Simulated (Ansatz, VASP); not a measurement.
**One calculation of Y, two programs**

File INCAR:

```
PREC = Accurate ; ENCUT = 520
EDIFF = 1E-6 ; ISMEAR = -1
SIGMA = 0.1 ; LREAL = F
LASPH = T ; NELM = 100
ALGO = Normal ; ISIF = 2
LWAVE = F ; LCHARG = F
GGA = B5 ; ALDAX = 1.0
AGGAX = 1.0 ; AGGAC = 1.0
ALDAC = 0.0 ; NBANDS = 12
```

Contents of KPOINTS:

```
Automatic mesh
0
Gamma
  11 11 11
```

POSCAR

```
Y
1.0
    3.1838596744      0.0000000000      0.0000000000
    0.0000000000      3.1838596744      0.0000000000
    0.0000000000      0.0000000000      3.1838596744
Y
1
Direct
    0.0000000000      0.0000000000      0.0000000000
```

Input for Ansatz:

```yaml
crystal:
  lattice:
    - [3.1838596744, 0.0, 0.0]
    - [0.0, 3.1838596744, 0.0]
    - [0.0, 0.0, 3.1838596744]
  atoms:
    - { symbol: "Y", position: [0.0, 0.0, 0.0] }
hamiltonian:
  xc: blyp
  pseudopotentials:
    kind: paw
    azcp:
      "Y": "pseudopotentials/Y.paw.azcp"
basis:
  ecutwfc: 420
  fft_grid_basis: typed
kpoints:
  mp_grid: { grid: [11, 11, 11], shift: [0, 0, 0] }
magnetization:
  spin_polarized: false
scf:
  occupations: { method: fermi_dirac, width: 0.1 }
  lower_state_search: "off"
output:
  stress: true
  write_density: true
  write_potential: true
  elf: true
  volumetric_format: npy
```

Alike in both runs: task single point; functional BLYP; k mesh 11 × 11 × 11; occupations fermi-dirac, width 0.1 eV; no spin polarisation.

```csv
,VASP,Ansatz
version,VASP 6.6.1,Ansatz 0.2.0
potentials or method,"VASP PAW PBE potentials, release 64 (Y_sv)","plane waves (420 eV) with PAW, scalar-relativistic"
plane-wave cutoff (eV),520,420
valence electrons in the cell,11,11
```

|  | VASP | Ansatz | Ansatz less VASP |
| --- | --- | --- | --- |
| pressure (GPa) | 3.7 | 3.7 | +0.07 |

Caveats: the PAW data sets were made with another functional, which shifts forces and pressure a little (VASP).
